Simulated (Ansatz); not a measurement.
(100) slab cut from the bulk of GeS, Pnma (No. 62); the slab's formula is GeS:

```xyz
16
Lattice="3.5897 0.0000 0.0000 0.0000 4.5472 0.0000 0.0000 0.0000 33.8872" Properties=species:S:1:pos:R:3 pbc="T T T"
Ge    2.6923    2.8908    7.5000
S     0.8974    4.4872    7.7953
S     2.6923    2.2136    9.8440
Ge    0.8974    0.6172   10.1394
Ge    2.6923    3.9300   12.9159
S     0.8974    2.3336   13.2113
S     2.6923    0.0600   15.2600
Ge    0.8974    1.6564   15.5553
Ge    2.6923    2.8908   18.3319
S     0.8974    4.4872   18.6272
S     2.6923    2.2136   20.6759
Ge    0.8974    0.6172   20.9712
Ge    2.6923    3.9300   23.7478
S     0.8974    2.3336   24.0432
S     2.6923    0.0600   26.0918
Ge    0.8974    1.6564   26.3872
```

These are results of DFT r2SCAN, scalar-relativistic, plane waves, PAW (Ansatz 0.2.0), not measurements. Cutoff 500 eV; k points 8×6×1 on the computed 16-atom cell (Γ-centred); Gaussian smearing, width 0.05 eV; no spin polarisation. The cell repeats along c with a dipole correction in the vacuum.

Task: What forces act on the atoms?

Result:
```
atom Fx (eV/Å) Fy (eV/Å) Fz (eV/Å)
 Ge1      0.000      0.010      0.125
  S2      0.000     -0.030      0.045
  S3      0.000      0.042     -0.107
 Ge4      0.000     -0.025     -0.054
 Ge5      0.000      0.001     -0.004
  S6      0.000      0.004     -0.003
  S7      0.000      0.000      0.004
 Ge8      0.000     -0.002     -0.005
 Ge9      0.000      0.002      0.005
 S10      0.000      0.000     -0.004
 S11      0.000     -0.004      0.003
Ge12      0.000     -0.001      0.004
Ge13      0.000      0.025      0.054
 S14      0.000     -0.042      0.107
 S15      0.000      0.030     -0.045
Ge16      0.000     -0.010     -0.125
```

Cost: 1 run of about 2.3 core-minutes, on Intel Xeon 6975P-C (Granite Rapids) (shared hosts).